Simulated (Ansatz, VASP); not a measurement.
CuO: VASP beside Ansatz

File INCAR:

```
PREC = Accurate
ENCUT = 520
EDIFF = 1E-7
ISMEAR = 0
SIGMA = 0.02
LREAL = Auto
LASPH = True
NELM = 150
ALGO = Fast
ISIF = 2
LWAVE = False
LCHARG = True
ISPIN = 2
MAGMOM = 1 -1 -1 1 1 -1 -1 1 0 0 0 0 0 0 0 0
LORBIT = 11
LMAXMIX = 4
GGA = PE
LELF = True
LVHAR = True
NBANDS = 86
```

File KPOINTS:

```
Automatic mesh
0
Gamma
  3 6 3
```

File POSCAR:

```
CuO
1.0
    3.8339394260      0.0000000000      5.0580666287
    0.0000000000      3.4230000000      0.0000000000
   -5.5340605740      0.0000000000      5.0580666287
Cu O
8 8
Direct
    0.1250000000      0.2500000000      0.8750000000
    0.6250000000      0.2500000000      0.3750000000
    0.3750000000      0.7500000000      0.6250000000
    0.8750000000      0.7500000000      0.1250000000
    0.3750000000      0.7500000000      0.1250000000
    0.8750000000      0.7500000000      0.6250000000
    0.1250000000      0.2500000000      0.3750000000
    0.6250000000      0.2500000000      0.8750000000
    0.1250000000      0.4184000000      0.1250000000
    0.6250000000      0.4184000000      0.6250000000
    0.3750000000      0.9184000000      0.8750000000
    0.8750000000      0.9184000000      0.3750000000
    0.3750000000      0.5816000000      0.3750000000
    0.8750000000      0.5816000000      0.8750000000
    0.1250000000      0.0816000000      0.6250000000
    0.6250000000      0.0816000000      0.1250000000
```

Input for Ansatz:

```yaml
crystal:
  lattice:
    - [3.833939426, 0.0, 5.0580666287]
    - [0.0, 3.423, 0.0]
    - [-5.534060574, 0.0, 5.0580666287]
  atoms:
    - { symbol: Cu, position: [0.125, 0.25, 0.875], spin: 1.0 }
    - { symbol: Cu, position: [0.625, 0.25, 0.375], spin: -1.0 }
    - { symbol: Cu, position: [0.375, 0.75, 0.625], spin: -1.0 }
    - { symbol: Cu, position: [0.875, 0.75, 0.125], spin: 1.0 }
    - { symbol: Cu, position: [0.375, 0.75, 0.125], spin: 1.0 }
    - { symbol: Cu, position: [0.875, 0.75, 0.625], spin: -1.0 }
    - { symbol: Cu, position: [0.125, 0.25, 0.375], spin: -1.0 }
    - { symbol: Cu, position: [0.625, 0.25, 0.875], spin: 1.0 }
    - { symbol: O, position: [0.125, 0.4184, 0.125] }
    - { symbol: O, position: [0.625, 0.4184, 0.625] }
    - { symbol: O, position: [0.375, 0.9184, 0.875] }
    - { symbol: O, position: [0.875, 0.9184, 0.375] }
    - { symbol: O, position: [0.375, 0.5816, 0.375] }
    - { symbol: O, position: [0.875, 0.5816, 0.875] }
    - { symbol: O, position: [0.125, 0.0816, 0.625] }
    - { symbol: O, position: [0.625, 0.0816, 0.125] }
magnetization:
  spin_polarized: true
scf:
  occupations: { method: gaussian, width: 0.02 }
output:
  forces: true
  stress: true
  populations: true
  write_density: true
  write_potential: true
  elf: true
  volumetric_format: npy
hamiltonian:
  xc: pbe
kpoints:
  mp_grid: { grid: [3, 6, 3] }
```

Alike in both runs: task single point; functional PBE; k mesh 3 × 6 × 3; occupations gaussian, width 0.02 eV; collinear spin.

|  | VASP | Ansatz |
| --- | --- | --- |
| version | VASP 6.6.1 | Ansatz 0.2.0 |
| potentials or method | VASP PAW PBE potentials, release 64 (Cu, O) | scalar-relativistic, plane waves, PAW |
| plane-wave cutoff (eV) | 520 | 420 |
| valence electrons in the cell | 136 | 200 |

Ansatz gave:

| Item | Value |
| --- | --- |
| gap on the k mesh at the Fermi level (eV) | 0.17 |
| least direct gap on the mesh (eV) | 0.33 |
| pressure (GPa) | 5.8 |
| largest component of the traceless stress (GPa) | 1.26 |
| rms of the force components (eV/Å) | 0.103 |
| net moment per atom (μB) | 0.00 |
| size of the moment on the site where the two differ most (μB) | 0.38 |

Problem. Estimate VASP's values.

Solution. gap on the k mesh at the Fermi level (eV): 0.16; least direct gap on the mesh (eV): 0.31; pressure (GPa): 6.4; largest component of the traceless stress (GPa): 1.05; rms of the force components (eV/Å): 0.090; net moment per atom (μB): 0.00; size of the moment on the site where the two differ most (μB): 0.35.

Site moments also hang on the region over which each program counts them. Atom by atom the forces differ by 0.015 eV/Å (rms over components). The two sets of potentials don't hold the same shells in valence.

Caveats: an odd mesh through Γ misses points on the zone boundary, where band edges often lie. A hybrid or GW would open this gap; PBE tends to underestimate it.
